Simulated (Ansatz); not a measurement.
input.yaml

```yaml
crystal:
  lattice:
    - [-1.7396575, 1.7396575, 1.7396575]
    - [1.7396575, -1.7396575, 1.7396575]
    - [1.7396575, 1.7396575, -1.7396575]
  atoms:
    - { symbol: Li, position: [0.0, 0.0, 0.0] }
basis:
  ecutwfc: 420
kpoints:
  mp_grid: { grid: [16, 16, 16] }
hamiltonian:
  xc: pbe
scf:
  occupations: { method: gaussian, width: 0.1 }
output:
  forces: true
  stress: true
  eigenvalues: true
```

It can be run as
```bash
ansatz run input.yaml --threads 1 --pin off --backend cpu --events-out ev --progress --plain --runs-dir out  # memory cap (--max-ram) not shown
```

All numbers below come from DFT PBE, scalar-relativistic, plane waves, PAW (Ansatz 0.2.0).

From the run's log, abridged:

```
Pseudopotentials: kind: paw
Pseudopotential: Li, paw, valence charge 3, recommended cutoff 420 eV (normal)
Functional definition: PBE
Crystal: 1 atom, lattice volume = 21.060 Å³
Basis set: ecut = 420 eV, 381 PW (Γ), exchange–correlation on 48×48×48 points (8 copies of the dense FFT grid, shifted against one another)
Bands: 6, of which v1, the nominal top of the filled ones, is band 2 counted from 1 (1 counted from 0)
Symmetry: 48 space group operations
Space group: Im-3m (ITA 229), of the structure as read, at distance tolerance 2.8e-5 Å
k-points: 145 of 4096
Initial density: superposition of atomic densities (neutral atoms: chi_scale 0, normalization atom), corrected by the library's trained network
Initial wavefunctions: pseudopotential atomic-orbital guess
Functional: x = pbe(κ = 0.804, μ = 0.21951497), c = pbe(β = 0.06672455)
SCF iter   1: F=—  HF=-204.686768 eV  |F-HF|=—  |Δ(HF+E_count)|=         —  Δρ=1.54e-4  dr2=4.03e-6  ethr=1.77e-3  ⟨swp⟩=4.1  Hψ=6801  notcnv=0
SCF iter   2: F=—  HF=-204.686766 eV  |F-HF|=—  |Δ(HF+E_count)|=   2.23e-6  Δρ=7.92e-5  dr2=1.06e-6  ethr=1.34e-7  ⟨swp⟩=2.3  Hψ=2245  notcnv=0
SCF iter   3: F=-204.686767 eV  HF=-204.686767 eV  |F-HF|=4.75e-9  |Δ(HF+E_count)|=   1.01e-6  Δρ=4.53e-6  dr2=1.93e-9  ethr=3.52e-8  ⟨swp⟩=2.5  Hψ=1031  notcnv=0
SCF iter   4: F=-204.686767 eV  HF=-204.686767 eV  |F-HF|=1.79e-10  |Δ(HF+E_count)|=   5.00e-9  Δρ=7.02e-7  dr2=5.52e-11  ethr=6.43e-11  ⟨swp⟩=2.5  Hψ=1036  notcnv=0
SCF iter   5: F=-204.686767 eV  HF=-204.686767 eV  |F-HF|=2.27e-13  |Δ(HF+E_count)|=  1.87e-10  Δρ=4.46e-8  dr2=2.85e-13  ethr=1.84e-12  ⟨swp⟩=1.5  Hψ=887  notcnv=0
SCF iter   6: F=-204.686767 eV  HF=-204.686767 eV  |F-HF|=2.84e-14  |Δ(HF+E_count)|=  1.71e-13  Δρ=3.18e-9  dr2=1.65e-15  ethr=1.00e-12  ⟨swp⟩=1.8  Hψ=2692  notcnv=0
SCF 1 converged in 6 iterations: F = -204.686767 eV  dr2 = 1.65e-15
SCF converged after 6 iterations
Free energy (F): -204.686767 eV
Harris-Foulkes:  -204.686767 eV  (|F-HF|=2.84e-14)
Internal energy: -204.683896 eV  (E = F + TS)
E sigma→0 (E₀):  -204.685332 eV
Entropy (-TS):   -0.002871 eV (-2.871 meV/atom)
Fermi energy:    0.891888 eV
--- Per-component energies (eV) ---
  E_band       = -91.790490
  E_kinetic    = 21.071066
  E_local      = -133.322758  (includes V_loc(G=0)·N_el)
  E_nonlocal   = -33.260367
  E_hartree    = 39.617586
  E_xc         = -10.006426
  E_vxc        = -12.878746  (∫ρ·V_xc dr)
  E_paw        = -21.006302  (= ΣΔE_a)
  E_vpaw       = -12.634872  (= ΣTr[D̂ρ^β])
  E_aug_tail   = 0.000015  (compensation charges beyond the density's cutoff)
  E_ewald      = -67.776709
  E_smearing   = -0.002871  (= −TS)
--- Forces (eV/Å), atoms counted from 1 ---
  atom   1  Li     0.00000000     0.00000000     0.00000000
--- Stress (GPa, compression-positive) ---
       -0.501359       0.000000       0.000000
        0.000000      -0.501359       0.000000
        0.000000       0.000000      -0.501359
  P = ⅓ Tr σ = -0.5014 GPa (-5.014 kbar)
--- Band table (eV; the first three rows and the last of 145) ---
  k-point 0: bands = ["-45.6773", "-2.6202", "15.1138", "15.1138", "15.1138", "19.8021"]
  k-point 1: bands = ["-45.6767", "-2.5471", "14.6266", "14.7495", "14.9890", "18.6754"]
  k-point 2: bands = ["-45.6749", "-2.3277", "13.2060", "13.9707", "14.6349", "17.6618"]
  k-point 144: bands = ["-45.6492", "6.2891", "6.2891", "6.2891", "8.5101", "8.5101"]
```

The run converged.